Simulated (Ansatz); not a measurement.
AlSb (zinc blende), relaxed and computed with several functionals in Ansatz (plane waves, PAW).

```tsv
functional	a (Å)	gap (eV)	B₀ by P(V) fit (GPa)
LDA	6.107	1.12	56.4
HSE06	6.170	1.77	56.2
PBE	6.225	1.24	49.3
PBEsol	?	?	?
```

Q: Complete the blanks.

A: 
- PBEsol, a (Å): 6.157
- PBEsol, gap (eV): 1.14
- PBEsol, B₀ by P(V) fit (GPa): 53.7

All cells were relaxed under the symmetry of their starts (and spin orders); stability against distortions was not tested throughout. Scalar-relativistic: spin–orbit coupling is off unless named, which matters more the heavier the elements.

Potentials: the later of the program's two PAW sets.

Ansatz (a program for electronic structure) is a plane-wave DFT program.
